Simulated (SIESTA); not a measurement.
Crystal: SiNi3.

```
Ni Si
1.0
     3.54200    0.00000    0.00000
     0.00000    3.54200    0.00000
     0.00000    0.00000    3.54200
Ni Si
3 1
Cartesian
  1.7710 1.7710 0.0000
  1.7710 0.0000 1.7710
  0.0000 1.7710 1.7710
  0.0000 0.0000 0.0000
```

Program: SIESTA 5.4.2. Alike in all runs: task single point; potentials or basis PseudoDojo 0.4 standard (PBE files), DZP (energy shift 0.003 Ry; two zetas on semicore shells); spin collinear, ferromagnetic start; cell as given; k mesh 6 × 6 × 6; smearing fermi-dirac 0.05 eV; grid cutoff 800 Ry; energy shift 0.003 Ry.

Question: Order these runs on this cell by their pressure, lowest first.
A. level PBE
B. level VV10
C. level vdW-DF
D. level vdW-DF2
E. level vdW-DF-C09

Answer: E (-11.7 GPa), A (-5.6 GPa), B (-3.4 GPa), C (3.6 GPa), D (8.4 GPa).

Caveats: short orbitals over semicore shells can move pressures by several GPa; the basis of atomic orbitals isn't converged, which shifts pressures, moduli and gaps; the potentials were made for another functional, which shifts forces and pressure (some runs); the non-local part is tabulated coarsely and may be off by about a percent (some runs).
